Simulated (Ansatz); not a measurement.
**Calculated field gradients at the nuclei for MoS₂ under strain**

The cell is a COD entry, relaxed with PBE at fixed cell and then changed (z compressed by 2 %, ions relaxed).

```cif
data_structure
_symmetry_space_group_name_H-M 'P 1'
_symmetry_Int_Tables_number 1
_cell_length_a 6.2726
_cell_length_b 6.2726
_cell_length_c 6.2726
_cell_angle_alpha 29.207
_cell_angle_beta 29.207
_cell_angle_gamma 29.207
_cell_volume 51.99
loop_
_atom_site_label
_atom_site_type_symbol
_atom_site_fract_x
_atom_site_fract_y
_atom_site_fract_z
_atom_site_occupancy
Mo1 Mo 0.99999 0.99999 0.99999 1
S2 S 0.24670 0.24670 0.24670 1
S3 S 0.42001 0.42001 0.42001 1
```

Atoms are numbered from 1 in the order listed; like atoms form one site, named after its first atom.

Level of theory: DFT, PBE, plane waves and PAW, scalar-relativistic, collinear spin, 420 eV cutoff, Γ-centred 16×16×16 k-points, Fermi–Dirac smearing 0.02 eV (Ansatz 0.2.0). Start moments as typed (μB): 2 on each Mo, none on the rest.

V_zz is the principal component of the electric field gradient with the largest magnitude, η = (V_xx − V_yy)/V_zz and C_Q = eQV_zz/h.

Mo-97: I = 5/2, Q = 255.0 mb; S-33: I = 3/2, Q = -69.40 mb. Q values from Pyykkö, Mol. Phys. 116, 1328 (2018).

| site | atoms (order as listed) | first shell | V_xx, V_yy, V_zz (10²¹ V/m²) | η | C_Q (MHz) |
| --- | --- | --- | --- | --- | --- |
| Mo | 1 | 6 S at 2.40 Å | 3.73, 3.73, -7.46 | 0.00 | -46.0 |
| S2 | 2 | 3 Mo at 2.40 Å | 2.63, 2.63, -5.25 | 0.00 | 8.81 |
| S3 | 3 | 3 Mo at 2.40 Å | 2.50, 2.50, -5.00 | 0.00 | 8.39 |

An axis of threefold or higher order runs through Mo, S2 and S3, so V_zz lies along it and η is zero.

Without spin–orbit coupling (the program notes it for Mo) the gradients can shift somewhat, as the gap is small. The start moments die out, and the run ends without spin.

The relaxation (4 steps) took 3.5 min of wall time (3.5 min of CPU time) and 1.2 GiB at its peak, on 1 thread of Intel Xeon Platinum 8488C (Sapphire Rapids) (x86_64; 16 cores open to the job, memory cap 3.0 GiB, no GPU), a shared host with a load of 0.4 a core.
